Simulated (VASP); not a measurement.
# KF (Carobbiite) (Fm-3m) in VASP: notebook

The runs below take KF (Carobbiite) through single point, relaxation of cell and atoms, with PBE.

Everything below comes from runs of VASP 6.6.1. Logs are shortened: lines on timing, memory, paths and dates and some standing lists are left out, and cuts for length are marked.

**1. The structure**

Symmetry: Fm-3m, No. 225, cubic system. Conventional cell: a = 5.419 Å, b = 5.419 Å, c = 5.419 Å, α = 90.00°, β = 90.00°, γ = 90.00°. K (site symmetry m-3m) is surrounded by 6 F at 2.71 Å. Around F (site symmetry m-3m) lie 6 K at 2.71 Å.

**2. Single point, PBE**

INCAR

```
SYSTEM = KF
  PREC = Accurate
  ENCUT = 520
  EDIFF = 1E-7
  ISMEAR = 0
  SIGMA = 0.02
  LREAL = .False.
  LASPH = .True.
  NELM = 80
  ALGO = Normal
  ISIF = 2
  LWAVE = .False.
  LCHARG = .False.
  GGA = PE
  NBANDS = 15
```

KPOINTS

```
Automatic mesh
0
Gamma
  8 8 8
  0 0 0
```

POSCAR

```
KF
1.0
    0.0000000000      2.7093664282      2.7093664282
    2.7093664282      0.0000000000      2.7093664282
    2.7093664282      2.7093664282      0.0000000000
K F
1 1
Direct
    0.0000000000      0.0000000000      0.0000000000
    0.5000000000      0.5000000000      0.5000000000
```

Potentials or basis: VASP PAW PBE potentials, release 64 (K_sv, F).

Command:

```
$ cat potpaw_PBE.64/K_sv/POTCAR potpaw_PBE.64/F/POTCAR > POTCAR
$ mpirun -np 1 vasp_std > vasp.out
```

OUTCAR:

```text
SYSTEM = KF
   PREC = Accurate
   ENCUT = 520
   EDIFF = 1E-7
   ISMEAR = 0
   LREAL = .False.
   LASPH = .True.
   NELM = 80
   ISIF = 2
   GGA = PE

 ion  position               nearest neighbor table
   1  0.000  0.000  0.000-   2 2.71   2 2.71   2 2.71   2 2.71   2 2.71   2 2.71
   2  0.500  0.500  0.500-   1 2.71   1 2.71   1 2.71   1 2.71   1 2.71   1 2.71

  LATTYP: Found a face centered cubic cell.
 ALAT       =     5.4187328564

  Lattice vectors:

 A1 = (   0.0000000000,   2.7093664282,   2.7093664282)
 A2 = (   2.7093664282,   0.0000000000,   2.7093664282)
 A3 = (   2.7093664282,   2.7093664282,   0.0000000000)

Analysis of symmetry for initial positions (statically):
=====================================================================
 Subroutine PRICEL returns:
 Original cell was already a primitive cell.

 Routine SETGRP: Setting up the symmetry group for a
 face centered cubic supercell.

 Subroutine GETGRP returns: Found 48 space group operations
 (whereof 48 operations were pure point group operations)
 out of a pool of 48 trial point group operations.

The static configuration has the point symmetry O_h .

Analysis of symmetry for dynamics (positions and initial velocities):
=====================================================================
 Subroutine PRICEL returns:
 Original cell was already a primitive cell.

 Routine SETGRP: Setting up the symmetry group for a
 face centered cubic supercell.

 Subroutine GETGRP returns: Found 48 space group operations
 (whereof 48 operations were pure point group operations)
 out of a pool of 48 trial point group operations.

The dynamic configuration has the point symmetry O_h .

 Subroutine INISYM returns: Found 48 space group operations
 (whereof 48 operations are pure point group operations),
 and found     1 'primitive' translations

----------------------------------------------------------------------------------------

                                     Primitive cell

  volume of cell :      39.7771

  direct lattice vectors                    reciprocal lattice vectors
     0.000000000  2.709366428  2.709366428    -0.184544990  0.184544990  0.184544990
     2.709366428  0.000000000  2.709366428     0.184544990 -0.184544990  0.184544990
     2.709366428  2.709366428  0.000000000     0.184544990  0.184544990 -0.184544990

  length of vectors
     3.831622748  3.831622748  3.831622748     0.319641299  0.319641299  0.319641299

  position of ions in fractional coordinates (direct lattice)
     0.000000000  0.000000000  0.000000000
     0.500000000  0.500000000  0.500000000

  ion indices of the primitive-cell ions
   primitive index   ion index
                 1           1
                 2           2
[... 87 lines left out ...]
   ISMEAR =     0;   SIGMA  =   0.02  broadening in eV -4-tet -1-fermi 0-gaus
   EFERMI_NEDOS =   21; number of points for ismear=-14 and -15
   IALGO  =     38    algorithm
   IMIX   =      4    mixing-type and parameters
     AMIX     =   0.40;   BMIX     =  1.00
     AMIX_MAG =   1.60;   BMIX_MAG =  1.00
  volume/ion in A,a.u.               =      19.89       134.21
  Fermi-wavevector in a.u.,A,eV,Ry     =   1.208473  2.283684 19.870055  1.460408
  Thomas-Fermi vector in A             =   2.344080
   LORBIT       =      0    0 simple, 1 ext, 2 COOP (PROOUT), +10 PAW based schemes
   GGA     = PE    functional components
   LHFCALC =     F    Hartree Fock is set to
   AEXX    =    0.0000 exact exchange contribution
   IVDW    =     0    specifies the selected vdW correction
   LEPSILON=     F    determine dielectric tensor
   LRPA    =     F    only Hartree local field effects (RPA)
 non-spin polarized calculation
 Gauss-broadening in eV      SIGMA  =   0.02
  energy-cutoff  :      520.00
  volume of cell :       39.78
 maximum number of plane-waves:      1090
   NGX = 15   NGY = 15   NGZ = 15

 number of electron      15.9999983 magnetization

 Free energy of the ion-electron system (eV)
  ---------------------------------------------------
  ext. energy  EPLUGINS =         0.00000000
  ---------------------------------------------------
  free energy    TOTEN  =        -8.29920302 eV

  energy without entropy =       -8.29920302  energy(sigma->0) =       -8.29920302

 E-fermi :  -2.8208     XC(G=0):  -8.2159

 val. band max:       -2.9120869168   @ k =   0.0000   0.0000   0.0000
 cond. band min:       3.0397281708   @ k =   0.0000   0.0000   0.0000
 fundamental gap:      5.9518150876
 Fermi energy:        -2.8208140087

 k-point     1 :       0.0000    0.0000    0.0000
  band No.  band energies     occupation
      1     -29.1684      2.00000
      2     -21.5464      2.00000
      3     -12.4472      2.00000
      4     -12.4472      2.00000
      5     -12.4472      2.00000
      6      -2.9121      2.00000
      7      -2.9121      2.00000
      8      -2.9121      2.00000
      9       3.0397      0.00000
     10       7.6488      0.00000
     11       7.6488      0.00000
     12       7.6488      0.00000
     13       9.2658      0.00000
     14       9.2658      0.00000
[... 401 lines left out ...]
      2     -21.5946      2.00000
      3     -12.7329      2.00000
      4     -12.6363      2.00000
      5     -12.5139      2.00000
      6      -3.4526      2.00000
      7      -3.1715      2.00000
      8      -3.1563      2.00000
      9       6.3180      0.00000
     10       6.9738      0.00000
     11       8.5293      0.00000
     12       9.5853      0.00000
     13      10.7855      0.00000
     14      11.7739      0.00000
     15      11.9335      0.00000

 [... further k-points ...]

------------------------ aborting loop because EDIFF is reached ----------------------------------------

  FORCE on cell =-STRESS in cart. coord.  units (eV):
  Direction    XX          YY          ZZ          XY          YZ          ZX
  --------------------------------------------------------------------------------------
  -------------------------------------------------------------------------------------
  Total        0.0112585      0.0112585      0.0112585     -0.0000000     -0.0000000      0.0000000
  in kB        0.4534806      0.4534806      0.4534806     -0.0000000     -0.0000000      0.0000000
  external PRESSURE =       0.4534806 kB  Pullay stress =       0.0000000 kB

 VOLUME and BASIS-vectors are now :
 -----------------------------------------------------------------------------
  energy-cutoff  :      520.00
  volume of cell :       39.78
      direct lattice vectors                 reciprocal lattice vectors
     0.000000000  2.709366428  2.709366428    -0.184544990  0.184544990  0.184544990
     2.709366428  0.000000000  2.709366428     0.184544990 -0.184544990  0.184544990
     2.709366428  2.709366428  0.000000000     0.184544990  0.184544990 -0.184544990

 POSITION                                       TOTAL-FORCE (eV/Angst)
 -----------------------------------------------------------------------------------
      0.00000      0.00000      0.00000         0.000000     -0.000000     -0.000000
      2.70937      2.70937      2.70937        -0.000000      0.000000      0.000000
 -----------------------------------------------------------------------------------
    total drift:                                0.000000      0.000000      0.000000

  FREE ENERGIE OF THE ION-ELECTRON SYSTEM (eV)
  ---------------------------------------------------
  free  energy   TOTEN  =        -8.2992030190 eV

  energy  without entropy=       -8.2992030190  energy(sigma->0) =       -8.29920302
```

Run time: 10 s. Hardware: 1 thread of AMD EPYC 9R45 (Zen 5), shared host; peak memory 0.13 GiB.

Results:

```
Free energy            : -8.2992 eV
Pressure               : 0.0 GPa
Band gap on the k mesh : 5.95 eV, direct
```

Levels at points of the mesh, in eV from the valence-band top:
```csv
k point,band 6,band 7,band 8,band 9,band 10,band 11
"(0.00, 0.00, 0.00)",0.00,0.00,0.00,5.95,10.56,10.56
"(0.50, 0.00, 0.00)",-0.75,-0.31,-0.31,8.89,10.30,11.87
"(0.50, 0.50, 0.00)",-0.23,-0.06,-0.06,8.16,10.07,11.48
```

**3. Relaxation of cell and atoms, PBE**

This run uses another cell than the first one, of 19.07 Å³/atom, 0.959 times its volume.

INCAR

```
SYSTEM = KF
PREC = Accurate
ENCUT = 600
EDIFF = 1E-7
ISMEAR = 0
SIGMA = 0.02
LREAL = .False.
LASPH = .True.
NELM = 80
ALGO = Normal
ISIF = 3
LWAVE = .False.
LCHARG = .False.
GGA = PE
IBRION = 2
NSW = 100
EDIFFG = -0.005
```

KPOINTS

```
regular mesh
0
Gamma
  8 8 8
  0 0 0
```

POSCAR

```
KF
1.0
    0.0000000000      2.6718500000      2.6718500000
    2.6718500000      0.0000000000      2.6718500000
    2.6718500000      2.6718500000      0.0000000000
K F
1 1
Direct
    0.0000000000      0.0000000000      0.0000000000
    0.5000000000      0.5000000000      0.5000000000
```

Potentials or basis: VASP PAW PBE potentials, release 64 (K_sv, F).

Command:

```
$ cat potpaw_PBE.64/K_sv/POTCAR potpaw_PBE.64/F/POTCAR > POTCAR
$ mpirun -np 1 vasp_std > vasp.out
```

Run time: 22 s. Hardware: 1 thread of AMD EPYC 9R45 (Zen 5), shared host; peak memory 0.15 GiB.

It converged, with:

```yaml
Free_energy: -8.2989 eV
Relaxed_volume: 19.92 Å³/atom
Relaxed_cell: a = 3.834 Å, b = 3.834 Å, c = 3.834 Å, α = 60.00°, β = 60.00°, γ = 60.00°
Space_group_after_relaxing_to_0.05_Å: Fm-3m (No. 225)
Energy_gained_by_relaxing: 3.5 meV/atom
Ionic_steps: 3
Pressure_after_relaxing: 0.0 GPa
Band_gap_on_the_k_mesh: 5.94 eV, direct
```

The path:
| step | energy change (eV) | largest force (eV/Å) | pressure (GPa) | volume (Å³) |
| --- | --- | --- | --- | --- |
| 1 | 0.0000 | 0.0000 | 1.38 | 38.15 |
| 2 | -0.0056 | 0.0000 | 0.59 | 39.06 |
| 3 | -0.0070 | 0.0000 | -0.01 | 39.84 |

Final structure:
```
K F
1.0
     0.00000    2.71083    2.71083
     2.71083    0.00000    2.71083
     2.71083    2.71083    0.00000
K F
1 1
Direct
  0.00000 0.00000 0.00000
  0.50000 0.50000 0.50000
```

Levels at points of the mesh, in eV from the valence-band top:
```
           k point  band 6  band 7  band 8  band 9  band 10  band 11
(0.00, 0.00, 0.00)    0.00    0.00    0.00    5.94    10.56    10.56
(0.50, 0.00, 0.00)   -0.75   -0.31   -0.31    8.89    10.29    11.87
(0.50, 0.50, 0.00)   -0.23   -0.07   -0.07    8.16    10.06    11.47
```

A k mesh can miss the band edges. Zero-point motion and thermal expansion aren't in these numbers.

**4. Single point, PBE (cell and atoms relaxed tightly for response)**

INCAR

```
PREC = Accurate
ENCUT = 520
EDIFF = 1E-7
ISMEAR = 0
SIGMA = 0.01
LREAL = F
LASPH = T
NELM = 100
ALGO = Normal
ISIF = 2
LWAVE = F
LCHARG = T
GGA = PE
LELF = T
LVHAR = T
NBANDS = 15
```

KPOINTS

```
Automatic mesh
0
Gamma
  8 8 8
```

POSCAR

```
KF
1.0
    0.0000000000      2.7103778039      2.7103778039
    2.7103778039      0.0000000000      2.7103778039
    2.7103778039      2.7103778039      0.0000000000
K F
1 1
Direct
    0.0000000000      0.0000000000      0.0000000000
    0.5000000000      0.5000000000      0.5000000000
```

Command:

```
$ cat potpaw_PBE.64/K_sv/POTCAR potpaw_PBE.64/F/POTCAR > POTCAR
$ mpirun -np 1 vasp_std > vasp.out
```

Wall time 14 s (1 thread of AMD EPYC 9R45 (Zen 5), shared host); peak memory 0.14 GiB.

It converged, with:

| Quantity | Value |
| --- | --- |
| Free energy | -8.2993 eV |
| Pressure | 0.0 GPa |
| Band gap on the k mesh | 5.95 eV, direct |

Levels at points of the mesh, in eV from the valence-band top:
```
           k point  band 4  band 5  band 6  band 7  band 8  band 9  band 10  band 11  band 12  band 13
(0.00, 0.00, 0.00)   -9.54   -9.54    0.00    0.00    0.00    5.95    10.56    10.56    10.56    12.17
(0.50, 0.00, 0.00)   -9.57   -9.57   -0.75   -0.31   -0.31    8.89    10.29    11.87    11.87    14.02
(0.50, 0.50, 0.00)   -9.72   -9.72   -0.23   -0.07   -0.07    8.16    10.07    11.47    13.38    13.96
```

**5. The runs side by side**

```tsv
task	cell	cutoff (eV)	smearing	gap on the mesh (eV)	pressure (GPa)
single point	Fm-3m, 19.89 Å³/atom	520	gaussian 0.02 eV	5.95	0.0
relaxation of cell and atoms	relaxed	600	gaussian 0.02 eV	5.94	0.0
single point	cell and atoms relaxed tightly for response	520	gaussian 0.01 eV	5.95	0.0
```

Alike in all rows: level PBE; potentials or basis VASP PAW PBE potentials, release 64 (K_sv, F); no spin polarisation; k mesh 8 × 8 × 8.

Total energies depend on the potentials used, so only differences within one code and one set of settings carry meaning.
